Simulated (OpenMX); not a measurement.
MgTe:

```xyz
2
Lattice="0.0000 3.2320 3.2320 3.2320 0.0000 3.2320 3.2320 3.2320 0.0000" Properties=species:S:1:pos:R:3 pbc="T T T"
Te    1.6160    1.6160    1.6160
Mg    0.0000    0.0000    0.0000
```

The cell comes from a database or a generator and needn't be the stable form of this composition.

Base run:

* Program: OpenMX 3.8.5
* Functional: LDA
* Potentials or basis: OpenMX 2013 LDA set, Te7.0-s3p2d2f1, Mg7.0-s3p2d1, grid cutoff 500 Ry
* k mesh: 5 × 5 × 5
* Occupations: fermi-dirac, width 0.05 eV
* Spin: no spin polarisation

Its results: band gap on the k mesh 2.48 eV, direct; pressure -0.7 GPa.

The run is repeated on the same cell with these changes: functional from LDA to PBE; potentials or basis from OpenMX 2013 LDA set, Te7.0-s3p2d2f1, Mg7.0-s3p2d1, grid cutoff 500 Ry to OpenMX 2013 PBE set, Te7.0-s3p2d2f1, Mg7.0-s3p2d1, grid cutoff 500 Ry. What comes out?

Band gap on the k mesh 2.67 eV, direct; pressure 1.6 GPa.

Caveats: spin-orbit coupling is left out, which moves the levels of the heavy elements; the basis of atomic orbitals isn't converged, which shifts pressures, moduli and gaps.
